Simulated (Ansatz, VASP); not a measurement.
# One calculation of Zn, two programs

```xyz
1
Lattice="0.0000 1.9906 1.9906 1.9906 0.0000 1.9906 1.9906 1.9906 0.0000" Properties=species:S:1:pos:R:3 pbc="T T T"
Zn    0.0000    0.0000    0.0000
```

Change from the starting cell: volume scaled by 1.04.

Alike in both runs: task single point; functional PBEsol; k mesh 12 × 12 × 12; occupations fermi-dirac, width 0.05 eV; no spin polarisation.

|  | VASP | Ansatz |
| --- | --- | --- |
| version | VASP 6.6.1 | Ansatz 0.2.0 |
| potentials or method | VASP PAW PBE potentials, release 64 (Zn) | Ansatz PAW |
| plane-wave cutoff (eV) | 520 | 420 |
| valence electrons in the cell | 12 | 12 |

```tsv
	VASP	Ansatz	Ansatz less VASP
gap on the k mesh at the Fermi level (eV)	none	none	-
pressure (GPa)	-6.9	-7.2	-0.26
```

A gap of «none» marks a metal or a gap that the smearing closes. The functional is the same, so the differences come from potentials, cutoffs and numerics.

Caveats: the PAW data sets were made with another functional, which shifts forces and pressure a little (VASP); the PAW data sets come from PBE, with cores solved anew for the run's functional, which leaves a small shift of forces and pressure (Ansatz).
